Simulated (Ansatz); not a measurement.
Crystal: SiO2.

```
CELL_PARAMETERS angstrom
4.97559 0.00000 0.00000
0.00000 4.97559 0.00000
0.00000 0.00000 6.90089
ATOMIC_POSITIONS crystal
Si 0.80325 0.80325 0.50000
Si 0.69675 0.30325 0.25000
Si 0.30325 0.69675 0.75000
Si 0.19675 0.19675 0.00000
O 0.76176 0.11039 0.43204
O 0.88961 0.23824 0.06796
O 0.11039 0.76176 0.56796
O 0.26176 0.38961 0.81796
O 0.23824 0.88961 0.93204
O 0.73824 0.61039 0.31796
O 0.38961 0.26176 0.18204
O 0.61039 0.73824 0.68204
```

The cell comes from a database or a generator and needn't be the stable form of this composition.

Base run:

* Program: Ansatz 0.2.0
* Functional: PBEsol
* Potentials or basis: Ansatz PAW
* Cutoff: 420 eV (not typed: the program's choice for these potentials)
* k mesh: 6 × 6 × 4
* Occupations: fermi-dirac, width 0.05 eV
* Spin: no spin polarisation

Its results: band gap on the k mesh 5.67 eV, direct; pressure 2.4 GPa; largest force 0.157 eV/Å.

The run is repeated on the same cell with these changes: functional from PBEsol to r2SCAN; cutoff from 420 eV (not typed: the program's choice for these potentials) to 500 eV (not typed: the program's choice for these potentials). What comes out?

Band gap on the k mesh 6.35 eV, direct; pressure 0.1 GPa; largest force 0.033 eV/Å.

r2SCAN gives the wider gap, since meta-GGAs in the generalised Kohn-Sham scheme recover part of the derivative discontinuity.

Caveats: the PAW data sets come from PBE, with cores solved anew for the run's functional, which leaves a small shift of forces and pressure.
